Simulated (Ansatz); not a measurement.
input.yaml

```yaml
crystal:
  lattice:
    - [4.1349225124, 0.08086998, 0.08086998]
    - [0.08086998, 4.1349225124, 0.08086998]
    - [0.08086998, 0.08086998, 4.1349225124]
  atoms:
    - { symbol: K, position: [0.0214177227, 0.0214177227, 0.0214177227] }
    - { symbol: Br, position: [0.4785822773, 0.4785822773, 0.4785822773] }
basis:
  ecutwfc: 420
kpoints:
  mp_grid: { grid: [6, 6, 6] }
hamiltonian:
  xc: pbe
scf:
  occupations: { method: gaussian, width: 0.02 }
output:
  forces: true
  stress: true
  eigenvalues: true
  populations: true
```

It can be run as
```bash
ansatz run input.yaml --threads 1 --pin off --backend cpu --events-out ev --progress --plain --runs-dir out  # memory cap (--max-ram) not shown
```

Level of theory: Ansatz, DFT PBE, scalar-relativistic, plane waves, PAW.

Part of what the program printed, abridged:

```
Pseudopotentials: kind: paw
Pseudopotential: K, paw, valence charge 9, recommended cutoff 420 eV (normal)
Pseudopotential: Br, paw, valence charge 7, recommended cutoff 420 eV (normal)
Functional definition: PBE
Crystal: 2 atoms, lattice volume = 70.617 Å³
Basis set: ecut = 420 eV, 1383 PW (Γ), exchange–correlation on 60×60×60 points (8 copies of the dense FFT grid, shifted against one another)
Bands: 12, of which v1, the nominal top of the filled ones, is band 8 counted from 1 (7 counted from 0)
Symmetry: 6 space group operations
Space group: R3m (ITA 160), of the structure as read, at distance tolerance 4.1e-5 Å
k-points: 32 of 216 (time reversal used)
Initial density: superposition of atomic densities (neutral atoms: chi_scale 0, normalization atom), corrected by the library's trained network
Initial wavefunctions: pseudopotential atomic-orbital guess
Functional: x = pbe(κ = 0.804, μ = 0.21951497), c = pbe(β = 0.06672455)
SCF iter   1: F=—  HF=-4324.334780 eV  |F-HF|=—  |Δ(HF+E_count)|=         —  Δρ=3.30e-4  dr2=1.05e-4  ethr=1.77e-3  ⟨swp⟩=7.7  Hψ=2771  notcnv=0
SCF iter   2: F=—  HF=-4324.334843 eV  |F-HF|=—  |Δ(HF+E_count)|=   6.27e-5  Δρ=1.78e-4  dr2=3.00e-5  ethr=6.55e-7  ⟨swp⟩=3.4  Hψ=1181  notcnv=0
SCF iter   3: F=—  HF=-4324.334913 eV  |F-HF|=—  |Δ(HF+E_count)|=   6.99e-5  Δρ=1.72e-4  dr2=2.97e-5  ethr=1.88e-7  ⟨swp⟩=2.0  Hψ=700  notcnv=0
SCF iter   4: F=—  HF=-4324.334902 eV  |F-HF|=—  |Δ(HF+E_count)|=   1.12e-5  Δρ=5.77e-5  dr2=2.90e-6  ethr=1.85e-7  ⟨swp⟩=2.9  Hψ=631  notcnv=0
SCF iter   5: F=—  HF=-4324.334902 eV  |F-HF|=—  |Δ(HF+E_count)|=   5.83e-7  Δρ=1.05e-5  dr2=1.42e-7  ethr=1.82e-8  ⟨swp⟩=2.0  Hψ=608  notcnv=0
SCF iter   6: F=-4324.334902 eV  HF=-4324.334902 eV  |F-HF|=2.47e-9  |Δ(HF+E_count)|=   3.17e-8  Δρ=1.96e-6  dr2=4.84e-9  ethr=6.25e-10  ⟨swp⟩=4.7  Hψ=1507  notcnv=0
SCF 1 converged in 6 iterations: F = -4324.334902 eV  dr2 = 4.84e-9
SCF converged after 6 iterations
Free energy (F): -4324.334902 eV
Harris-Foulkes:  -4324.334902 eV  (|F-HF|=2.47e-9)
Internal energy: -4324.334902 eV  (E = F + TS)
E sigma→0 (E₀):  -4324.334902 eV
Fermi energy:    3.613902 eV
--- Per-component energies (eV) ---
  E_band       = -131.991669
  E_kinetic    = 387.361363
  E_local      = -807.339212  (includes V_loc(G=0)·N_el)
  E_nonlocal   = 82.686933
  E_hartree    = 257.342428
  E_xc         = -400.175688
  E_vxc        = -269.075209  (∫ρ·V_xc dr)
  E_paw        = -3028.345226  (= ΣΔE_a)
  E_vpaw       = -40.310873  (= ΣTr[D̂ρ^β])
  E_aug_tail   = -0.000003  (compensation charges beyond the density's cutoff)
  E_ewald      = -815.865497
  E_smearing   =  0.000000  (= −TS)
--- Forces (eV/Å), atoms counted from 1 ---
  atom   1  K     -0.03922434    -0.03922434    -0.03922434
  atom   2  Br     0.03922482     0.03922482     0.03922482
--- Stress (GPa, compression-positive) ---
       -0.593680       0.115617       0.115617
        0.115617      -0.593680       0.115617
        0.115617       0.115617      -0.593680
  P = ⅓ Tr σ = -0.5937 GPa (-5.937 kbar)
--- Band table (eV; the first three rows and the last of 32) ---
  k-point 0: bands = ["-26.9358", "-10.8972", "-10.3673", "-10.3673", "-10.3523", "1.4933", "1.4933", "1.5891", "5.4814", "7.7909", "7.7909", "11.2075"]
  k-point 1: bands = ["-26.9340", "-10.9466", "-10.3720", "-10.3635", "-10.2907", "1.0486", "1.5018", "1.5745", "6.0619", "7.9635", "8.2508", "11.1505"]
  k-point 2: bands = ["-26.9303", "-11.0325", "-10.3643", "-10.3560", "-10.1953", "0.3325", "1.5184", "1.5984", "7.2029", "8.4361", "9.0319", "10.8884"]
  k-point 31: bands = ["-26.9146", "-10.5897", "-10.4670", "-10.4504", "-10.4504", "0.5121", "0.5357", "0.5357", "8.6591", "9.1692", "9.1692", "10.9999"]
--- Löwdin populations: 2 sites ---
  site symbol q [e]
     0      K      8.2825
     1     Br      7.6608
  spilling = 0.003541 (of n_electrons = 16.000000)
```

The run converged.